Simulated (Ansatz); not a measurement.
# In7Sb7H12: the cost of one run

Computed with Ansatz 0.2.0 (DFT PBE, scalar-relativistic, plane waves, PAW, unless a step's input says otherwise).

1 further run of the same task is left out (set aside as unsound or not needed).

### 1 The structure to begin with

It takes space group F-43m (No. 216, cubic). Conventional cell: a = 6.635 Å, b = 6.635 Å, c = 6.635 Å, α = 90.00°, β = 90.00°, γ = 90.00°. Around In (site symmetry -43m) lie 4 Sb at 2.87 Å. Sb (site symmetry -43m) has 4 In at 2.87 Å as nearest neighbours.

Structure file:

```xyz
2
Lattice="0.0000 3.3174 3.3174 3.3174 0.0000 3.3174 3.3174 3.3174 0.0000" Properties=species:S:1:pos:R:3 pbc="T T T"
In    0.0000    0.0000    0.0000
Sb    1.6587    1.6587    1.6587
```

It is the result of an earlier relaxation at this level (volume 36.51 Å³/atom; gap on the mesh: none (metal)).

### 2 Building the [110] wire, 14 host atoms a period with H caps

The wire is cut from the relaxed crystal, periodic along c with vacuum across. Atoms and period relax; energies count from the bulk, -6041.2940 eV an atom. Each H cap counts from half an H2 molecule (-15.872 eV in a separate run).

The cell holds 7 In, 7 Sb, 12 H: a = 21.200 Å, b = 21.200 Å, c = 4.692 Å, α = 90.00°, β = 90.00°, γ = 90.00°.

### 3 Relaxation

Pressure and volume refer to the whole cell with its vacuum; only the period along c may change.

input.yaml

```yaml
crystal:
  lattice:
    - [21.2, 0.0, 0.0]
    - [0.0, 21.2, 0.0]
    - [0.0, 0.0, 4.6915474098]
  atoms:
    - { symbol: In, position: [0.5, 0.5, 0.0] }
    - { symbol: Sb, position: [0.5, 0.5782411554, 0.5] }
    - { symbol: Sb, position: [0.5, 0.2652765339, 0.5] }
    - { symbol: In, position: [0.3893502969, 0.6564823107, 0.5] }
    - { symbol: In, position: [0.3893502969, 0.3435176893, 0.5] }
    - { symbol: Sb, position: [0.6106497031, 0.4217588446, 0.0] }
    - { symbol: In, position: [0.6106497031, 0.6564823107, 0.5] }
    - { symbol: In, position: [0.6106497031, 0.3435176893, 0.5] }
    - { symbol: Sb, position: [0.3893502969, 0.7347234661, 0.0] }
    - { symbol: Sb, position: [0.3893502969, 0.4217588446, 0.0] }
    - { symbol: In, position: [0.2787005939, 0.5, 0.0] }
    - { symbol: In, position: [0.7212994061, 0.5, 0.0] }
    - { symbol: Sb, position: [0.2787005939, 0.5782411554, 0.5] }
    - { symbol: Sb, position: [0.7212994061, 0.5782411554, 0.5] }
    - { symbol: H, position: [0.5, 0.2187072433, 0.2023990101] }
    - { symbol: H, position: [0.5, 0.2187072433, 0.7976009899] }
    - { symbol: H, position: [0.3223359549, 0.2961313936, 0.5] }
    - { symbol: H, position: [0.6106497031, 0.7038686064, 0.1971779401] }
    - { symbol: H, position: [0.6106497031, 0.7038686064, 0.8028220599] }
    - { symbol: H, position: [0.6776640451, 0.2961313936, 0.5] }
    - { symbol: H, position: [0.4552092193, 0.7812927567, 0.0] }
    - { symbol: H, position: [0.3234913746, 0.7812927567, 0.0] }
    - { symbol: H, position: [0.2116862519, 0.4526137043, 0.0] }
    - { symbol: H, position: [0.7883137481, 0.4526137043, 0.0] }
    - { symbol: H, position: [0.2128416715, 0.624810446, 0.5] }
    - { symbol: H, position: [0.7871583285, 0.624810446, 0.5] }
basis:
  ecutwfc: 420
kpoints:
  mp_grid: { grid: [1, 1, 12] }
hamiltonian:
  xc: pbe
scf:
  occupations: { method: gaussian, width: 0.05 }
output:
  forces: true
  stress: true
  eigenvalues: true
  populations: true
  write_density: true
  write_potential: true
  elf: true
  volumetric_format: npy
relax:
  adjacent_minimum: "off"
  f_tol: 0.02
  max_steps: 45
  cell: { fix: [a, b, alpha, beta, gamma], stress_tol: 0.03 }
```

Launch:

```bash
$ ansatz run input.yaml --threads 4 --pin off --max-ram 11264MiB --backend cpu --events-out ev --progress --plain --runs-dir out
```

**Question.** How long does this run take on 4 threads of Arm Neoverse V1, shared host, and how much memory does it need?

About 16 min, with a peak of 5.5 GiB.
